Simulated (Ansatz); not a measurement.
**Point defect: H interstitial in SiO$_{2}$**

The calculation used DFT PBE, scalar-relativistic, plane waves, PAW in Ansatz 0.2.0. (420 eV cutoff, 2×2×2 k-mesh, shifted by half a step, Gaussian smearing of 0.01 eV, collinear spin in charge 0 alone)

Host crystal, relaxed:

```cif
data_structure
_symmetry_space_group_name_H-M 'P 1'
_symmetry_Int_Tables_number 1
_cell_length_a 5.0833
_cell_length_b 5.0833
_cell_length_c 7.0989
_cell_angle_alpha 90.000
_cell_angle_beta 90.000
_cell_angle_gamma 90.000
_cell_volume 183.43
loop_
_atom_site_label
_atom_site_type_symbol
_atom_site_fract_x
_atom_site_fract_y
_atom_site_fract_z
_atom_site_occupancy
Si1 Si 0.70606 0.70606 0.50000 1
Si2 Si 0.79394 0.20606 0.75000 1
Si3 Si 0.20606 0.79394 0.25000 1
Si4 Si 0.29394 0.29394 0.00000 1
O1 O 0.90639 0.75885 0.32570 1
O2 O 0.09361 0.24115 0.82570 1
O3 O 0.75885 0.90639 0.67430 1
O4 O 0.25885 0.59361 0.07570 1
O5 O 0.24115 0.09361 0.17430 1
O6 O 0.40639 0.74115 0.42430 1
O7 O 0.59361 0.25885 0.92430 1
O8 O 0.74115 0.40639 0.57570 1
```

Supercell of 48 atoms, rows in host cell vectors: 1 1 -1; -1 1 1; 1 -1 1. Atoms relax at the host's cell, keeping the symmetry that the supercell leaves at the site. The cell is small, so energies carry finite-size errors of tenths of an eV. The host's Kohn–Sham gap is 5.51 eV. Atoms are taken from and returned to the elements' standard states. Charged cells are corrected for image charges with the computed static dielectric tensor (mean 4.0) and aligned with the host's potential at far atoms (alignment terms reach 0.18 eV). No band-filling term is added, and the Fermi level counts from the host's valence band top.

Defect: H interstitial at (0.125, 0.125, 0.500) of the host cell.

(1) What is the formation energy of the neutral defect?

(2) Does the neutral defect carry a moment, and how do its surroundings relax?

(3) Charges +1, 0, -1 were computed. Which is stable where in the gap?

Answers

(1) 2.43 eV.

(2) It changes the cell's moment by 1.00 μB. The nearest neighbours before are 2 O at 2.39 Å, 2 O at 2.48 Å, 2 Si at 2.48 Å, 2 O at 2.50 Å; after relaxation the atoms near the site are 2 O at 2.57 Å, 2 O at 2.80 Å, 2 O at 2.87 Å, 2 Si at 2.99 Å; the largest move is 0.78 Å.

(3) Among the charges computed the stable one is +1 at the valence band top, changing to 0 at 2.74 eV, changing to -1 at 3.98 eV. Other sites of the defect weren't tried. Levels between neighbouring charges: (+1/0) 2.74 eV, (0/-1) 3.98 eV.